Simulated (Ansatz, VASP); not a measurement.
## Two plane-wave programs on BeTe

INCAR

```
SYSTEM = BeTe
  ALGO = Normal
  EDIFF = 1E-7
  ENCUT = 520
  GGA = PE
  ISIF = 2
  ISMEAR = -1
  LASPH = .True.
  LCHARG = .False.
  LREAL = .False.
  LWAVE = .False.
  NBANDS = 11
  NELM = 60
  PREC = Accurate
  SIGMA = 0.05
```

KPOINTS

```
k-points
0
Gamma
  8 8 8
  0 0 0
```

File POSCAR:

```
BeTe
1.0
    1.7628483907     -4.7326116464      0.0000000000
    1.7628483907      4.7326116464      0.0000000000
    0.0000000000      0.0000000000      3.5209123300
Be Te
1 1
Direct
    0.5000000000      0.5000000000      0.5000000000
    0.0000000000      0.0000000000      0.0000000000
```

The input input.yaml:

```yaml
crystal:
  lattice:
    - [1.7628483907, -4.7326116464, 0.0]
    - [1.7628483907, 4.7326116464, 0.0]
    - [0.0, 0.0, 3.52091233]
  atoms:
    - { symbol: Be, position: [0.5, 0.5, 0.5] }
    - { symbol: Te, position: [0.0, 0.0, 0.0] }
hamiltonian:
  xc: pbe
  pseudopotentials: { kind: paw }
kpoints:
  mp_grid: { grid: [8, 8, 8] }
scf:
  occupations: { method: fermi_dirac, width: 0.05 }
output:
  forces: true
  stress: true
  eigenvalues: true
```

Change from the starting cell: volume scaled by 0.96.

Alike in both runs: task single point; functional PBE; k mesh 8 × 8 × 8; occupations fermi-dirac, width 0.05 eV; no spin polarisation.

|  | VASP | Ansatz |
| --- | --- | --- |
| version | VASP 6.6.1 | Ansatz 0.2.0 |
| potentials or method | VASP PAW PBE potentials, release 64 (Be, Te) | Ansatz PAW |
| plane-wave cutoff (eV) | 520 | 420 |
| valence electrons in the cell | 8 | 18 |

Ansatz gave:

| Item | Value |
| --- | --- |
| gap on the k mesh at the Fermi level (eV) | none |
| pressure (GPa) | 1.7 |
| largest component of the traceless stress (GPa) | 1.71 |

Estimate VASP's values.

gap on the k mesh at the Fermi level (eV): none; pressure (GPa): 1.8; largest component of the traceless stress (GPa): 1.81.

A gap of «none» marks a metal or a gap that the smearing closes. The two sets of potentials don't hold the same shells in valence.

The runs have no spin-orbit coupling, so splittings on Te are missing.
